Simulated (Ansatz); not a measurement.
Ansatz input file:

```yaml
crystal:
  lattice:
    - [0.0, 2.65825062, 2.65825062]
    - [2.65825062, 0.0, 2.65825062]
    - [2.65825062, 2.65825062, 0.0]
  atoms:
    - { symbol: Cd, position: [0.0, 0.0, 0.0] }
    - { symbol: F, position: [0.25, 0.25, 0.25] }
    - { symbol: F, position: [0.75, 0.75, 0.75] }
basis:
  ecutwfc: 420
kpoints:
  mp_grid: { grid: [8, 8, 8] }
hamiltonian:
  xc: pbesol
scf:
  occupations: { method: gaussian, width: 0.02 }
output:
  forces: true
  stress: true
  eigenvalues: true
```

Command:
```bash
ansatz run input.yaml --threads 1 --pin off --max-ram 1331MiB --backend cpu --events-out ev --progress --plain --runs-dir out
```

Computed with DFT PBEsol, scalar-relativistic, plane waves, PAW (Ansatz).

Abridged output:

```
Pseudopotentials: kind: paw
Pseudopotential: Cd, paw, valence charge 20, recommended cutoff 420 eV (normal)
Pseudopotential: F, paw, valence charge 7, recommended cutoff 420 eV (normal)
Functional definition: PBEsol
Crystal: 3 atoms, lattice volume = 37.568 Å³
Basis set: ecut = 420 eV, 725 PW (Γ), exchange–correlation on 54×54×54 points (8 copies of the dense FFT grid, shifted against one another)
Bands: 21, of which v1, the nominal top of the filled ones, is band 17 counted from 1 (16 counted from 0)
Symmetry: 48 space group operations
Space group: Fm-3m (ITA 225), of the structure as read, at distance tolerance 3.3e-5 Å
k-points: 29 of 512
Initial density: superposition of atomic densities (neutral atoms: chi_scale 0, normalization atom), corrected by the library's trained network
Initial wavefunctions: pseudopotential atomic-orbital guess
Functional: x = pbesol(κ = 0.804, μ = 0.12345679), c = pbesol(β = 0.046)
SCF iter   1: F=—  HF=-9785.863744 eV  |F-HF|=—  |Δ(HF+E_count)|=         —  Δρ=1.68e-2  dr2=6.79e-2  ethr=1.77e-3  ⟨swp⟩=5.2  Hψ=2535  notcnv=0
SCF iter   2: F=—  HF=-9785.848158 eV  |F-HF|=—  |Δ(HF+E_count)|=   1.56e-2  Δρ=7.92e-3  dr2=1.31e-2  ethr=2.00e-4  ⟨swp⟩=2.0  Hψ=1334  notcnv=0
SCF iter   3: F=—  HF=-9785.844172 eV  |F-HF|=—  |Δ(HF+E_count)|=   3.99e-3  Δρ=8.65e-4  dr2=1.47e-4  ethr=3.87e-5  ⟨swp⟩=2.0  Hψ=1087  notcnv=0
SCF iter   4: F=—  HF=-9785.844195 eV  |F-HF|=—  |Δ(HF+E_count)|=   2.26e-5  Δρ=4.01e-4  dr2=2.12e-5  ethr=4.32e-7  ⟨swp⟩=2.2  Hψ=890  notcnv=0
SCF iter   5: F=—  HF=-9785.844224 eV  |F-HF|=—  |Δ(HF+E_count)|=   2.96e-5  Δρ=1.35e-5  dr2=2.26e-8  ethr=6.23e-8  ⟨swp⟩=2.5  Hψ=984  notcnv=0
SCF iter   6: F=-9785.844224 eV  HF=-9785.844224 eV  |F-HF|=5.54e-9  |Δ(HF+E_count)|=   9.48e-8  Δρ=3.05e-6  dr2=9.55e-10  ethr=6.65e-11  ⟨swp⟩=2.0  Hψ=2069  notcnv=0
SCF 1 converged in 6 iterations: F = -9785.844224 eV  dr2 = 9.55e-10
SCF converged after 6 iterations
Free energy (F): -9785.844224 eV
Harris-Foulkes:  -9785.844224 eV  (|F-HF|=5.54e-9)
Internal energy: -9785.844224 eV  (E = F + TS)
E sigma→0 (E₀):  -9785.844224 eV
Fermi energy:    8.477837 eV
--- Per-component energies (eV) ---
  E_band       = -464.043046
  E_kinetic    = 918.318039
  E_local      = -4151.951271  (includes V_loc(G=0)·N_el)
  E_nonlocal   = 188.226908
  E_hartree    = 1840.396389
  E_xc         = -331.597741
  E_vxc        = -422.437695  (∫ρ·V_xc dr)
  E_paw        = -4404.789336  (= ΣΔE_a)
  E_vpaw       = -676.995591  (= ΣTr[D̂ρ^β])
  E_aug_tail   = 0.004110  (compensation charges beyond the density's cutoff)
  E_ewald      = -3844.878166
  E_core_change = 0.426845  (= ΣΔE_core)
  E_smearing   =  0.000000  (= −TS)
--- Forces (eV/Å), atoms counted from 1 ---
  atom   1  Cd     0.00000000     0.00000000     0.00000000
  atom   2  F      0.00000000     0.00000000     0.00000000
  atom   3  F      0.00000000     0.00000000     0.00000000
--- Stress (GPa, compression-positive) ---
        4.481469       0.000000       0.000000
        0.000000       4.481469       0.000000
        0.000000       0.000000       4.481469
  P = ⅓ Tr σ = 4.4815 GPa (44.815 kbar)
--- Band table (eV; the first three rows and the last of 29) ---
  k-point 0: bands = ["-91.2437", "-52.3838", "-52.3838", "-52.3838", "-14.0077", "-12.7589", "1.1714", "1.1714", "1.1714", "2.6075", "2.6075", "5.8320", "5.8320", "5.8320", "6.5060", "6.5060", "6.5060", "10.0148", "19.6214", "19.6214", "19.6214"]
  k-point 1: bands = ["-91.2437", "-52.3843", "-52.3839", "-52.3839", "-13.9513", "-12.8095", "1.2377", "1.2377", "1.3569", "2.5840", "2.5840", "5.3449", "5.7354", "5.7354", "6.3650", "6.5023", "6.5023", "10.6202", "18.9031", "19.8719", "19.8719"]
  k-point 2: bands = ["-91.2437", "-52.3854", "-52.3841", "-52.3841", "-13.7982", "-12.9456", "1.3926", "1.3926", "1.8597", "2.5618", "2.5618", "4.5666", "5.4449", "5.4449", "5.7807", "6.5222", "6.5222", "11.9763", "17.7266", "20.5232", "20.5232"]
  k-point 28: bands = ["-91.2436", "-52.3860", "-52.3860", "-52.3850", "-13.3294", "-13.3294", "1.7832", "2.1576", "2.2969", "2.4500", "2.4500", "3.3327", "4.2557", "5.3062", "5.3062", "6.2324", "6.9406", "15.2464", "18.3265", "18.7533", "18.7533"]
```

The run converged.